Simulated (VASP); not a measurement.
# Mg (P6_3/mmc) in VASP: notebook

One crystal, Mg, is run at these levels: BLYP, B3LYP; tasks: single point.

Program: VASP 6.6.1. These are calculated values, not measurements. Logs are shortened: lines on timing, memory, paths and dates and some standing lists are left out, and cuts for length are marked.

### 1 Starting point

It takes space group P6_3/mmc (No. 194, hexagonal). Conventional cell: a = 3.216 Å, b = 3.216 Å, c = 5.229 Å, α = 90.00°, β = 90.00°, γ = 120.00°. Around Mg (site symmetry -6m2) lie 12 Mg at 3.21 to 3.22 Å.

### 2 Single point, BLYP

The input, INCAR:

```
  PREC = Accurate
  ENCUT = 520
  EDIFF = 1E-7
  ISMEAR = -1
  SIGMA = 0.1
  LREAL = False
  LASPH = True
  NELM = 100
  ALGO = Normal
  ISIF = 2
  LWAVE = False
  LCHARG = False
  GGA = B5
  ALDAX = 1.0
  AGGAX = 1.0
  AGGAC = 1.0
  ALDAC = 0.0
  NBANDS = 9
```

The input, KPOINTS:

```
regular mesh
0
Gamma
  6 6 3
```

The input, POSCAR:

```
Mg
1.0
    3.2162540837      0.0000000000      0.0000000000
   -1.6081270418      2.7853577416      0.0000000000
    0.0000000000      0.0000000000      5.2290504425
Mg
2
Direct
    0.3333333333      0.6666666667      0.2500000000
    0.6666666667      0.3333333333      0.7500000000
```

Potentials or basis: VASP PAW PBE potentials, release 64 (Mg).

Run with:

```sh
cat potpaw_PBE.64/Mg/POTCAR > POTCAR
mpirun -np 1 vasp_std > vasp.out
```

OUTCAR:

```text
PREC = Accurate
   ENCUT = 520
   EDIFF = 1E-7
   ISMEAR = -1
   LREAL = False
   LASPH = True
   NELM = 100
   ISIF = 2
   GGA = B5

 ion  position               nearest neighbor table
   1  0.333  0.667  0.250-   2 3.21   2 3.21   2 3.21   2 3.21   2 3.21   2 3.21
   2  0.667  0.333  0.750-   1 3.21   1 3.21   1 3.21   1 3.21   1 3.21   1 3.21

  LATTYP: Found a hexagonal cell.
 ALAT       =     3.2162540837
 C/A-ratio  =     1.6258200709

  Lattice vectors:

 A1 = (   3.2162540837,   0.0000000000,   0.0000000000)
 A2 = (  -1.6081270418,   2.7853577416,   0.0000000000)
 A3 = (   0.0000000000,   0.0000000000,   5.2290504425)

Analysis of symmetry for initial positions (statically):
=====================================================================
 Subroutine PRICEL returns:
 Original cell was already a primitive cell.

 Routine SETGRP: Setting up the symmetry group for a
 hexagonal supercell.

 Subroutine GETGRP returns: Found 24 space group operations
 (whereof 12 operations were pure point group operations)
 out of a pool of 24 trial point group operations.

The static configuration has the point symmetry D_3d.
 The point group associated with its full space group is D_6h.

Analysis of symmetry for dynamics (positions and initial velocities):
=====================================================================
 Subroutine PRICEL returns:
 Original cell was already a primitive cell.

 Routine SETGRP: Setting up the symmetry group for a
 hexagonal supercell.

 Subroutine GETGRP returns: Found 24 space group operations
 (whereof 12 operations were pure point group operations)
 out of a pool of 24 trial point group operations.

The dynamic configuration has the point symmetry D_3d.
 The point group associated with its full space group is D_6h.

 Subroutine INISYM returns: Found 24 space group operations
 (whereof 12 operations are pure point group operations),
 and found     1 'primitive' translations

----------------------------------------------------------------------------------------

                                     Primitive cell

  volume of cell :      46.8440

  direct lattice vectors                    reciprocal lattice vectors
     3.216254084  0.000000000  0.000000000     0.310920709  0.179510155  0.000000000
    -1.608127042  2.785357742  0.000000000     0.000000000  0.359020310  0.000000000
     0.000000000  0.000000000  5.229050443     0.000000000  0.000000000  0.191239310

  length of vectors
     3.216254084  3.216254084  5.229050443     0.359020310  0.359020310  0.191239310
[... 76 lines left out ...]
   ISIF   =      2    stress and relaxation
   ISYM   =      2    0-nonsym 1-usesym 2-fastsym
   POTIM  = 0.5000    time-step for ionic-motion
   TEBEG  =    0.0;   TEEND  =   0.0 temperature during run
   PSTRESS=    0.0 pullay stress
   NELECT =       4.0000    total number of electrons
   NUPDOWN=      -1.0000    fix difference up-down
   EMIN   =  10.00;   EMAX   =-10.00  energy-range for DOS
   EFERMI =   0.00;   METHOD = LEGACY
   ISMEAR =    -1;   SIGMA  =   0.10  broadening in eV -4-tet -1-fermi 0-gaus
   EFERMI_NEDOS =   21; number of points for ismear=-14 and -15
   IALGO  =     38    algorithm
   IMIX   =      4    mixing-type and parameters
     AMIX     =   0.40;   BMIX     =  1.00
     AMIX_MAG =   1.60;   BMIX_MAG =  1.00
  volume/ion in A,a.u.               =      23.42       158.06
  Fermi-wavevector in a.u.,A,eV,Ry     =   0.720903  1.362309  7.070961  0.519701
  Thomas-Fermi vector in A             =   1.810474
   LORBIT       =      0    0 simple, 1 ext, 2 COOP (PROOUT), +10 PAW based schemes
   GGA     = B5    functional components
   LHFCALC =     F    Hartree Fock is set to
   AEXX    =    0.0000 exact exchange contribution
   IVDW    =     0    specifies the selected vdW correction
   LEPSILON=     F    determine dielectric tensor
   LRPA    =     F    only Hartree local field effects (RPA)
 non-spin polarized calculation
  energy-cutoff  :      520.00
  volume of cell :       46.84
 maximum number of plane-waves:      1271
 NGX is ok and might be reduce to    24
   NGX = 11   NGY = 11   NGZ = 19

 number of electron       4.0000000 magnetization

 Free energy of the ion-electron system (eV)
  ---------------------------------------------------
  ext. energy  EPLUGINS =         0.00000000
  ---------------------------------------------------
  free energy    TOTEN  =        -1.41807444 eV

  energy without entropy =       -1.37601709  energy(sigma->0) =       -1.39704576

 E-fermi :   2.9846     XC(G=0):  -7.9857

 val. band max:        2.8689996113   @ k =   0.1667   0.1667   0.0000
 cond. band min:       3.0659047944   @ k =   0.3333   0.3333   0.3333
 fundamental gap:      0.1969051830
 Fermi energy:         2.9845785550

 k-point     1 :       0.0000    0.0000    0.0000
  band No.  band energies     occupation
      1      -3.8637      2.00000
      2       1.3903      2.00000
      3       1.6460      2.00000
      4      13.7621      0.00000
      5      13.7621      0.00000
      6      13.8062      0.00000
      7      13.8062      0.00000
      8      14.7055      0.00000
      9      16.1133      0.00000
[... 145 lines left out ...]
 k-point    14 :       0.3333    0.3333    0.3333
  band No.  band energies     occupation
      1       2.8469      1.59710
      2       2.8469      1.59710
      3       3.0659      0.61439
      4       4.7576      0.00000
      5       4.9586      0.00000
      6       4.9586      0.00000
      7      11.6343      0.00000
      8      11.7660      0.00000
      9      11.7660      0.00000

------------------------ aborting loop because EDIFF is reached ----------------------------------------

  FORCE on cell =-STRESS in cart. coord.  units (eV):
  Direction    XX          YY          ZZ          XY          YZ          ZX
  --------------------------------------------------------------------------------------
  -------------------------------------------------------------------------------------
  Total        0.0241712      0.0241712      0.0596880      0.0000000     -0.0000000     -0.0000000
  in kB        0.8267137      0.8267137      2.0414709      0.0000000     -0.0000000     -0.0000000
  external PRESSURE =       1.2316328 kB  Pullay stress =       0.0000000 kB

 VOLUME and BASIS-vectors are now :
 -----------------------------------------------------------------------------
  energy-cutoff  :      520.00
  volume of cell :       46.84
      direct lattice vectors                 reciprocal lattice vectors
     3.216254084  0.000000000  0.000000000     0.310920709  0.179510155  0.000000000
    -1.608127042  2.785357742  0.000000000     0.000000000  0.359020310  0.000000000
     0.000000000  0.000000000  5.229050443     0.000000000  0.000000000  0.191239310

 POSITION                                       TOTAL-FORCE (eV/Angst)
 -----------------------------------------------------------------------------------
     -0.00000      1.85691      1.30726         0.000000     -0.000000      0.000000
      1.60813      0.92845      3.92179        -0.000000      0.000000      0.000000
 -----------------------------------------------------------------------------------
    total drift:                                0.000000     -0.000000      0.000000

  FREE ENERGIE OF THE ION-ELECTRON SYSTEM (eV)
  ---------------------------------------------------
  free  energy   TOTEN  =        -1.4180744361 eV

  energy  without entropy=       -1.3760170889  energy(sigma->0) =       -1.39704576
```

OSZICAR:

```text
N       E                     dE             d eps       ncg     rms          rms(c)
DAV:   1     0.116225801729E+01    0.11623E+01   -0.13685E+03   252   0.325E+02
DAV:   2    -0.135320017475E+01   -0.25155E+01   -0.23988E+01   362   0.276E+01
DAV:   3    -0.139576761187E+01   -0.42567E-01   -0.42341E-01   313   0.288E+00
DAV:   4    -0.139591003790E+01   -0.14243E-03   -0.14242E-03   296   0.178E-01
DAV:   5    -0.139591073844E+01   -0.70054E-06   -0.70041E-06   340   0.111E-02    0.790E-01
DAV:   6    -0.140676561061E+01   -0.10855E-01   -0.50156E-03   283   0.385E-01    0.525E-01
DAV:   7    -0.141794976951E+01   -0.11184E-01   -0.22189E-02   281   0.853E-01    0.515E-02
DAV:   8    -0.141806391483E+01   -0.11415E-03   -0.25074E-04   294   0.955E-02    0.114E-02
DAV:   9    -0.141807345921E+01   -0.95444E-05   -0.97496E-06   293   0.195E-02    0.480E-03
DAV:  10    -0.141807445922E+01   -0.10000E-05   -0.23866E-06   300   0.945E-03    0.773E-04
DAV:  11    -0.141807443612E+01    0.23097E-07   -0.29227E-08   191   0.108E-03
   1 F= -.14180744E+01 E0= -.13970458E+01  d E =-.420573E-01
```

Run time: 13 s. Hardware: 1 thread of Intel Xeon Platinum 8488C (Sapphire Rapids), shared host; peak memory 0.14 GiB.

Results:

```yaml
Free_energy: -1.4181 eV
Pressure: 0.1 GPa
Band_gap_on_the_k_mesh: none (metal or under the smearing width)
```

Caveat: the k mesh is coarse (spacing up to 0.40 Å⁻¹), so the values aren't converged; the PAW data sets were made with another functional, which shifts forces and pressure a little.

### 3 Single point, B3LYP

POSCAR is that of step 2.

The input, INCAR.step1:

```
SYSTEM = Mg
ALGO = Normal ; EDIFF = 1E-5
ENCUT = 520 ; GGA = PE
ISIF = 2 ; ISMEAR = -1
LASPH = .TRUE. ; LCHARG = .FALSE.
LREAL = .FALSE. ; LWAVE = .TRUE.
NBANDS = 9 ; NELM = 80
PREC = Accurate ; SIGMA = 0.1
```

The input, INCAR.step2:

```
SYSTEM = Mg
AEXX = 0.2 ; AGGAC = 0.81
AGGAX = 0.72 ; ALDAC = 0.19
ALGO = Normal ; EDIFF = 1E-6
ENCUT = 520 ; GGA = B3
HFRCUT = -1 ; ISIF = 2
ISMEAR = -1 ; ISTART = 1
LASPH = .TRUE. ; LCHARG = .FALSE.
LHFCALC = .TRUE. ; LREAL = .FALSE.
LWAVE = .FALSE. ; NBANDS = 9
NELM = 80 ; PREC = Accurate
PRECFOCK = Normal ; SIGMA = 0.1
```

The input, KPOINTS:

```
k-points
0
G
  6 6 3
  0 0 0
```

Potentials or basis: VASP PAW PBE potentials, release 64 (Mg).

Run with:

```sh
cat potpaw_PBE.64/Mg/POTCAR > POTCAR
cp INCAR.step1 INCAR
mpirun -np 1 vasp_std > vasp.out
cp INCAR.step2 INCAR
mpirun -np 1 vasp_std > vasp.out
```

Run time: 3 min. Hardware: 1 thread of Intel Xeon Platinum 8488C (Sapphire Rapids), shared host; peak memory 0.17 GiB.

It converged, with:

| Item | Value |
| --- | --- |
| Free energy | -1.6193 eV |
| Pressure | -0.7 GPa |
| Band gap on the k mesh | none (metal or under the smearing width) |

Stress tensor (GPa, compression positive):
```
-0.36  0.00  0.00
 0.00 -0.36  0.00
 0.00  0.00 -1.25
```

Levels at points of the mesh, in eV from the Fermi level:
| k point | band 1 | band 2 | band 3 | band 4 | band 5 | band 6 |
| --- | --- | --- | --- | --- | --- | --- |
| (0.00, 0.00, 0.00) | -7.90 | -2.10 | -1.76 | 11.82 | 11.82 | 11.83 |
| (0.50, 0.00, 0.00) | -2.69 | -2.54 | 3.28 | 3.77 | 3.88 | 4.25 |

Caveat: the k mesh is coarse (spacing up to 0.40 Å⁻¹), so the values aren't converged, least of all with exact exchange; the PAW data sets were made with another functional, which shifts forces and pressure a little.
